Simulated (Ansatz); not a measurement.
# CO2 (CO2): the cost of one run

Computed with Ansatz 0.2.0 (DFT PBE+D3(BJ), scalar-relativistic, plane waves, PAW, unless a step's input says otherwise).

1 further run of the same task is left out (it didn't finish).

## 1. Starting point

It takes space group Pbcn (No. 60, orthorhombic). Conventional cell: a = 4.785 Å, b = 6.316 Å, c = 5.679 Å, α = 90.00°, β = 90.00°, γ = 90.00°. C (site symmetry 2) is surrounded by 2 O at 1.17 Å. O (site symmetry 1) is surrounded by 1 C at 1.17 Å.

As a file:

```xyz
12
Lattice="4.7845 0.0000 0.0000 0.0000 6.3155 0.0000 0.0000 0.0000 5.6789" Properties=species:S:1:pos:R:3 pbc="T T T"
C     2.3923    5.3871    4.2592
C     0.0000    2.2294    4.2592
C     0.0000    4.0862    1.4197
C     2.3923    0.9284    1.4197
O     3.3538    0.9241    0.7586
O     1.4307    0.9241    2.0808
O     3.8230    4.0819    0.7586
O     0.9616    2.2336    4.9203
O     0.9616    4.0819    2.0808
O     3.8230    2.2336    3.5980
O     3.3538    5.3914    3.5980
O     1.4307    5.3914    4.9203
```

The structure comes from the Materials Project (structure only).

(A quick probe on a coarse mesh, which set the mesh and smearing, is not shown.)

## 3. Full relaxation

File input.yaml:

```yaml
crystal:
  lattice:
    - [4.78454533, 0.0, 0.0]
    - [0.0, 6.31553964, 0.0]
    - [0.0, 0.0, 5.67889084]
  atoms:
    - { symbol: C, position: [0.5, 0.85299852, 0.75] }
    - { symbol: C, position: [0.0, 0.35299852, 0.75] }
    - { symbol: C, position: [0.0, 0.64700148, 0.25] }
    - { symbol: C, position: [0.5, 0.14700148, 0.25] }
    - { symbol: O, position: [0.70097112, 0.14632846, 0.13358302] }
    - { symbol: O, position: [0.29902888, 0.14632846, 0.36641698] }
    - { symbol: O, position: [0.79902888, 0.64632846, 0.13358302] }
    - { symbol: O, position: [0.20097112, 0.35367154, 0.86641698] }
    - { symbol: O, position: [0.20097112, 0.64632846, 0.36641698] }
    - { symbol: O, position: [0.79902888, 0.35367154, 0.63358302] }
    - { symbol: O, position: [0.70097112, 0.85367154, 0.63358302] }
    - { symbol: O, position: [0.29902888, 0.85367154, 0.86641698] }
basis:
  ecutwfc: 420
kpoints:
  mp_grid: { grid: [4, 4, 4] }
hamiltonian:
  xc: pbe
  dispersion: d3bj
scf:
  occupations: { method: gaussian, width: 0.02 }
output:
  forces: true
  stress: true
  eigenvalues: true
relax:
  adjacent_minimum: "off"
  f_tol: 0.02
  max_steps: 70
  cell: { stress_tol: 0.03 }
```

Command:

```bash
ansatz run input.yaml --threads 2 --pin off --max-ram 5120MiB --backend cpu --events-out ev --progress --plain --runs-dir out
```

Q: Estimate wall time and peak memory on 2 threads of Arm Neoverse N1, shared host.

About 3.3 min, with a peak of 0.55 GiB.
